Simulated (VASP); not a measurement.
AlN: single point with PBE0

Crystal: AlN.

```
CELL_PARAMETERS angstrom
0.00000 2.02196 2.02196
2.02196 0.00000 2.02196
2.02196 2.02196 0.00000
ATOMIC_POSITIONS crystal
Al 0.50000 0.50000 0.50000
N 0.00000 0.00000 0.00000
```

Measurements of this composition are mostly on another form, of space group No. 186.

```json
{
 "Program": "VASP 6.6.1",
 "Task": "single point",
 "Functional": "PBE0",
 "Potentials or basis": "VASP PAW PBE potentials, release 64 (Al, N)",
 "Cutoff": "520 eV",
 "k mesh": "8 × 8 × 8",
 "Occupations": "gaussian, width 0.02 eV",
 "Spin": "no spin polarisation"
}
```

```
Pressure               : -2.7 GPa
Band gap on the k mesh : 6.73 eV, indirect (least direct gap 7.94 eV)
```

Levels at points of the mesh, in eV from the valence-band top:
```csv
k point,band 1,band 2,band 3,band 4,band 5,band 6,band 7,band 8
"(0.00, 0.00, 0.00)",-19.25,0.00,0.00,0.00,7.94,14.58,14.58,14.58
"(0.50, 0.00, 0.00)",-15.78,-9.04,-1.16,-1.16,8.28,13.37,13.37,16.30
"(0.50, 0.50, 0.00)",-14.72,-8.05,-3.06,-3.06,6.73,7.36,17.02,20.26
```

It took 3.9 min on 1 thread of Intel(R) Xeon(R) 6975P-C (Granite Rapids), on a shared host, peak memory 0.14 GiB.

Caveat: the PAW data sets were made with another functional, which shifts forces and pressure a little. A k mesh can miss the band edges.
